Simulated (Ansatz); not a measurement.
## CaO: the change of energy less free atoms and pressure with volume per atom

Results calculated with Ansatz 0.2.0, not measured. Periodic Kohn-Sham DFT of a crystal at fixed atoms; pressure and stress are positive in compression; the energy is the free energy less that of spherical unpolarised free atoms; site moments are those in the method's own spheres, positive along +z.

Cell of the first row (space group Fm-3m, No. 225):
```
CaO
1.0
      0.0000     2.3994     2.3994
      2.3994     0.0000     2.3994
      2.3994     2.3994     0.0000
Ca O
1 1
Direct
  0.00000 0.00000 0.00000
  0.50000 0.50000 0.50000
```

Settings of every row: method all-electron LAPW; functional PBE; relativity scalar; k mesh 11x11x11; filling fermi-dirac; smearing width 0.02 eV; basis error target 0.5 meV/atom; nucleus gaussian.

Atom start moment: 0 on all atoms.

Limits: the cell was measured well above room temperature.

```csv
row,volume per atom (Å³),energy less free atoms (eV/atom),pressure (GPa)
1,13.814,-6.4048,2.187
2,14.247,-6.4061,-1.13
3,14.688,?,?
4,15.129,-6.3846,-6.408
5,15.569,-6.3641,-8.457
```

Question: what energy less free atoms and pressure should row 3 give?

Worked fit of energy less free atoms. Take u = (V_r/V)^(2/3) − 1 with V_r = 14.688 Å³ an atom, which is twice the finite (Eulerian) strain; such expansions in the strain, on which the Birch-Murnaghan equation of state is built, carry the rest volume and the bulk modulus. The shown rows have u = 0.04175, 0.02053, -0.01953, -0.03809. Least squares give energy less free atoms = −6.39898 − 0.5456 × u + 9.726 × u² eV/atom; a straight line predicts inner rows, each left out in turn, worse (root mean square 0.0089 against 4.3e-05 eV/atom). All shown rows lie on it to the printed digit. Its lowest point lies at u = 0.0280, or V = 14.09 Å³ an atom, and the curvature there gives the bulk modulus at fixed shape and fractions, B = (4/9)(1 + u)² E″(u)/V = 104 GPa. The withheld row has u = 0, so the fit gives −6.39898 − 0.5456 × (0) + 9.726 × (0)² = -6.3990 eV/atom.

The calculation gave -6.399 eV/atom. The fit meets it to the printed digit.

Worked fit of pressure. Take u = (V_r/V)^(2/3) − 1 with V_r = 14.688 Å³ an atom, which is twice the finite (Eulerian) strain; such expansions in the strain, on which the Birch-Murnaghan equation of state is built, carry the rest volume and the bulk modulus. The shown rows have u = 0.04175, 0.02053, -0.01953, -0.03809. Least squares give pressure = −3.9896 + 131.801 × u + 384.34 × u² GPa; a straight line predicts inner rows, each left out in turn, worse (root mean square 0.35 against 0.022 GPa). The rows lie off it by 0.004, -0.008, 0.009, -0.005 (root mean square 0.0068 GPa). The pressure vanishes at u = 0.0280, or V = 14.09 Å³ an atom, and there the bulk modulus at fixed shape and fractions is B = −V dP/dV = (2/3)(1 + u) dP/du = 105 GPa. The withheld row has u = 0, so the fit gives −3.9896 + 131.801 × (0) + 384.34 × (0)² = -3.990 GPa.

The calculation gave -3.988 GPa. The fit lies 0.002 GPa (0.019 % of the column's range) below it; its largest miss of a shown row is 0.009 GPa.
